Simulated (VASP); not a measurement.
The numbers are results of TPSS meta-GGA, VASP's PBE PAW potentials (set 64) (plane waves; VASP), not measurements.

The input files of a VASP run:

### INCAR
```
ALGO=Normal
EDIFF=1E-7
ENCUT=520
ISIF=2
ISMEAR=0
LASPH=.TRUE.
LCHARG=.FALSE.
LMAXMIX=4
LMIXTAU=.TRUE.
LREAL=.FALSE.
LWAVE=.FALSE.
METAGGA=TPSS
NELM=100
PREC=Accurate
SIGMA=0.05
SYSTEM=CsBr
```

### POSCAR
```
CsBr
1
    4.4266478524     0.0000000000     0.0000000000
    0.0000000000     4.4266478524     0.0000000000
    0.0000000000     0.0000000000     4.4266478524
Cs Br
1 1
Direct
  0.0000000000   0.0000000000   0.0000000000
  0.5000000000   0.5000000000   0.5000000000
```

### KPOINTS
```
kpoints
0
G
 6 6 6
0 0 0
```

POTCAR, in this order: Cs_sv Br (PBE.64 set). Program: vasp_std.

Output

OSZICAR:
```
       N       E                     dE             d eps       ncg     rms          rms(c)
DAV:   1     0.937156538077E+02    0.93716E+02   -0.66657E+03   480   0.115E+03
DAV:   2    -0.145047418228E+02   -0.10822E+03   -0.10042E+03   852   0.263E+02
DAV:   3    -0.230907860262E+02   -0.85860E+01   -0.85508E+01   624   0.670E+01
DAV:   4    -0.232286984192E+02   -0.13791E+00   -0.13773E+00   592   0.126E+01
DAV:   5    -0.232314388716E+02   -0.27405E-02   -0.27383E-02   612   0.140E+00    0.172E+00
DAV:   6    -0.226746901372E+02    0.55675E+00   -0.15423E+00   484   0.175E+01    0.977E-01
DAV:   7    -0.221977936707E+02    0.47690E+00   -0.38594E-01   556   0.543E+00    0.631E-01
DAV:   8    -0.223207589367E+02   -0.12297E+00   -0.15758E-01   584   0.291E+00    0.486E-01
DAV:   9    -0.223350738221E+02   -0.14315E-01   -0.18729E-02   504   0.142E+00    0.280E-01
DAV:  10    -0.223391831330E+02   -0.41093E-02   -0.12061E-02   540   0.113E+00    0.135E-01
DAV:  11    -0.223417619427E+02   -0.25788E-02   -0.95458E-04   580   0.297E-01    0.950E-02
DAV:  12    -0.223399739051E+02    0.17880E-02   -0.34212E-03   520   0.552E-01    0.552E-02
DAV:  13    -0.223421645278E+02   -0.21906E-02   -0.17606E-03   512   0.525E-01    0.182E-02
DAV:  14    -0.223423493003E+02   -0.18477E-03   -0.57993E-05   580   0.105E-01    0.719E-03
DAV:  15    -0.223423988144E+02   -0.49514E-04   -0.13510E-05   556   0.405E-02    0.591E-03
DAV:  16    -0.223424073211E+02   -0.85067E-05   -0.49903E-06   504   0.319E-02    0.198E-03
DAV:  17    -0.223424083508E+02   -0.10297E-05   -0.41948E-07   596   0.684E-03    0.347E-04
DAV:  18    -0.223424084304E+02   -0.79602E-07   -0.10492E-07   368   0.309E-03
   1 F= -.22342408E+02 E0= -.22342408E+02  d E =-.602108E-16
```

### OUTCAR
```
------------------------ aborting loop because EDIFF is reached ----------------------------------------
  FORCE on cell =-STRESS in cart. coord.  units (eV):
  Direction    XX          YY          ZZ          XY          YZ          ZX
  --------------------------------------------------------------------------------------
  Total       -0.1730036     -0.1730036     -0.1730036      0.0000000      0.0000000     -0.0000000
  in kB       -3.1955140     -3.1955140     -3.1955140      0.0000000      0.0000000     -0.0000000
  external PRESSURE =      -3.1955140 kB  Pullay stress =       0.0000000 kB
  volume of cell :       86.74
      direct lattice vectors                 reciprocal lattice vectors
     4.426647852  0.000000000  0.000000000     0.225904575  0.000000000  0.000000000
     0.000000000  4.426647852  0.000000000     0.000000000  0.225904575  0.000000000
     0.000000000  0.000000000  4.426647852     0.000000000  0.000000000  0.225904575
 POSITION                                       TOTAL-FORCE (eV/Angst)
 -----------------------------------------------------------------------------------
      0.00000      0.00000      0.00000         0.000000      0.000000      0.000000
      2.21332      2.21332      2.21332         0.000000      0.000000      0.000000
 -----------------------------------------------------------------------------------
    total drift:                               -0.000000     -0.000000     -0.000000
  FREE ENERGIE OF THE ION-ELECTRON SYSTEM (eV)
  ---------------------------------------------------
  free  energy   TOTEN  =       -22.3424084304 eV

  energy  without entropy=      -22.3424084304  energy(sigma->0) =      -22.34240843
```
(Selected blocks of OUTCAR.)

**OUTCAR**
```
 val. band max:       -0.8618003247   @ k =   0.5000   0.5000   0.0000

 cond. band min:       3.6640593913   @ k =   0.0000   0.0000   0.0000


 Fermi energy:        -0.5902062895

 k-point     1 :       0.0000    0.0000    0.0000
  band No.  band energies     occupation
      1     -20.9369      2.00000
      2     -13.2880      2.00000
      3      -7.4766      2.00000
      4      -7.4766      2.00000
      5      -7.4766      2.00000
      6      -0.8909      2.00000
      7      -0.8909      2.00000
      8      -0.8909      2.00000
      9       3.6641      0.00000
     10       4.3724      0.00000
     11       4.3724      0.00000
     12       8.2035      0.00000

 k-point     2 :       0.1667    0.0000    0.0000
  band No.  band energies     occupation
      1     -20.9281      2.00000
      2     -13.2877      2.00000
      3      -7.5590      2.00000
      4      -7.4589      2.00000
      5      -7.4589      2.00000
      6      -1.2230      2.00000
      7      -0.9244      2.00000
      8      -0.9244      2.00000
      9       4.2398      0.00000
     10       4.5356      0.00000
     11       4.8954      0.00000
     12       8.0608      0.00000

 k-point     3 :       0.3333    0.0000    0.0000
  band No.  band energies     occupation
      1     -20.9105      2.00000
      2     -13.2879      2.00000
      3      -7.7123      2.00000
      4      -7.4227      2.00000
      5      -7.4227      2.00000
      6      -1.7593      2.00000
      7      -0.9936      2.00000
      8      -0.9936      2.00000
      9       4.9626      0.00000
     10       5.4727      0.00000
     11       6.0622      0.00000
     12       7.9120      0.00000

 k-point     4 :       0.5000    0.0000    0.0000
  band No.  band energies     occupation
      1     -20.9016      2.00000
      2     -13.2885      2.00000
      3      -7.7838      2.00000
      4      -7.4044      2.00000
      5      -7.4044      2.00000
      6      -1.9876      2.00000
...
```

Unless said otherwise, spin-orbit coupling is left out, though it shifts the bands of the heavy elements here.

The compound is CsBr in the CsCl type structure. This cell is one point of a volume scan, at 1.03 of the reference volume.
